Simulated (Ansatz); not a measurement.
**From the elastic tensor of InSb at 8 GPa (stress–strain coefficients) to moduli and sound speeds**

Theory: Ansatz, DFT PBEsol, scalar-relativistic, plane waves, PAW. Plane waves to 420 eV; Γ-centred k mesh 12×12×12; fixed occupations. No spin polarisation.

The structure is cubic, space group F-43m (No. 216). The conventional cell has a = 6.232 Å, b = 6.232 Å, c = 6.232 Å, α = 90.00°, β = 90.00°, γ = 90.00°. In (site symmetry -43m) has 4 Sb at 2.70 Å as nearest neighbours. Sb (site symmetry -43m) has 4 In at 2.70 Å as nearest neighbours.

Spin–orbit coupling is left out, which matters for heavy elements. The real crystal has changed phase below this pressure. The bands were filled as in an insulator; under compression the gap may have closed between mesh points.

Relaxed-ion constants (GPa, on the Cartesian axes of the calculation):
```
94.4 70.4 70.4  0.0  0.0  0.0
70.4 94.4 70.4  0.0  0.0  0.0
70.4 70.4 94.4  0.0  0.0  0.0
 0.0  0.0  0.0 27.2  0.0  0.0
 0.0  0.0  0.0  0.0 27.2  0.0
 0.0  0.0  0.0  0.0  0.0 27.2
```

Density 6.492 g/cm³; 2 atoms in 60.51 Å³.

The values that follow are for a polycrystal of randomly turned grains, by Hill's mean where one number stands.

With S = C⁻¹: B_V = (C11+C22+C33+2(C12+C13+C23))/9, G_V = (C11+C22+C33−C12−C13−C23+3(C44+C55+C66))/15, 1/B_R = S11+S22+S33+2(S12+S13+S23), 15/G_R = 4(S11+S22+S33−S12−S13−S23)+3(S44+S55+S66); Hill is their mean. Then v_l = √((B+4G/3)/ρ), v_t = √(G/ρ), v_m = [(2/v_t³+1/v_l³)/3]^(−1/3) and Θ = (ħ/k_B)·v_m·(6π²n/V)^(1/3) for n atoms in the volume V; E = 9BG/(3B+G), ν = (3B−2G)/(2(3B+G)) and A^U = 5G_V/G_R + B_V/B_R − 6.

```
Bulk modulus, Voigt / Reuss / Hill          : 78.4 / 78.4 / 78.4 GPa
Shear modulus, Voigt / Reuss / Hill         : 21.1 / 18.0 / 19.6 GPa
Young's modulus                             : 54 GPa
Poisson ratio                               : 0.385
Pugh ratio B/G                              : 4.00
Universal anisotropy index                  : 0.85
Longitudinal and transverse sound speeds    : 4013 and 1737 m/s
Debye temperature from the mean sound speed : 187 K
```

Cost: 1 run of about 7.9 core-minutes, on AMD EPYC 7R43 (Zen 3) (shared hosts).

Compressed InSb resists a change of volume far more strongly than a change of shape: the bulk modulus is 78.4 GPa, against a Hill shear modulus of 19.6 GPa. The softest response is the tetragonal shear, governed by the small difference between C11 (94.4 GPa) and C12 (70.4 GPa). In the open tetrahedral network this strain mainly bends bonds, which costs little energy, while compression must shorten them against steeply rising repulsion. Pressure therefore stiffens the volume response much more than the angular forces that hold up the zinc-blende framework. The same weakness makes the crystal stiffest along the ⟨111⟩ bond directions and keeps the transverse sound speed and the Debye temperature low.

The Pugh ratio of 4.00 should not be read as proof of ductility, since plasticity in a covalent semiconductor depends on dislocation mobility. The constants satisfy the cubic stability conditions, so the lattice withstands small homogeneous strains at this pressure, but this doesn't exclude a phonon instability at finite wavevector.
